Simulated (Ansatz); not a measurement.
BaTiO3: frozen-core PAW against all-electron methods

```xyz
5
Lattice="3.9841 0.0000 0.0000 0.0000 2.8371 2.7889 0.0000 -2.8371 2.7889" Properties=species:S:1:pos:R:3 pbc="T T T"
Ba    0.0000    0.0000    0.0000
Ti    1.9921    0.0000    2.8329
O     0.0000    0.0000    2.7448
O     1.9921   -1.3936    4.1728
O     1.9921    1.3936    4.1728
```

Atoms are numbered in the order listed.

The conventional cell has a = 3.984 Å, b = 5.674 Å, c = 5.578 Å, α = 90.00°, β = 90.00°, γ = 90.00°. Around Ba (atom 1) lie 12 O at 2.74 to 2.84 Å. Ti (atom 2) has 6 O at 1.93 to 2.05 Å as nearest neighbours. O (atom 3) has 2 Ti at 1.99 Å as nearest neighbours. Around O (atom 4) lie 2 Ti at 1.93 to 2.05 Å.

The geometry is COD entry 9016084, unchecked; take it as a test cell. The listed cell was then made from it by scaling, straining or moving an atom.

No spin–orbit coupling, which matters for the heavy atoms here.

All numbers are computed: DFT, PBEsol, PAW with Ansatz's default frozen-core files, scalar-relativistic (Ansatz 0.2.0); DFT, PBEsol, all-electron PAW with datasets made for the crystal, scalar-relativistic (Ansatz 0.2.0); DFT, PBEsol, all-electron LAPW, scalar-relativistic (Ansatz 0.2.0).

For PAW: a Γ-centred 8×8×8 k mesh, Fermi–Dirac smearing of 0.05 eV, cutoff 420 eV, no spin polarisation; the PAW files were made with PBE, and the program remakes their frozen cores for this functional. The crystal-made all-electron datasets (AE datasets) take a cutoff of 560 eV at this cell. LAPW targets a basis error of 1 meV/atom. The Ansatz runs share mesh, smearing and spin set-up. Plane-wave (PAW) pressures include the program's estimate of the Pulay term.

Stress and pressure are positive in compression.

```tsv
quantity	PAW	AE datasets	LAPW
pressure (GPa)	-0.95	-0.94	-0.94
stress xx (GPa)	-1.58	-1.57	-1.57
stress yy (GPa)	-2.75	-2.75	-2.75
stress zz (GPa)	1.48	1.49	1.49
force on Ba1, z (eV/Å)	0.081	0.081	0.081
force on Ti2, z (eV/Å)	0.106	0.111	0.111
force on O3, z (eV/Å)	0.106	0.106	0.106
force on O4, z (eV/Å)	-0.147	-0.149	-0.149
band gap (eV)	1.870	1.865	1.866
```

PAW's pressure differs from the LAPW value by about 0.01 GPa or less.
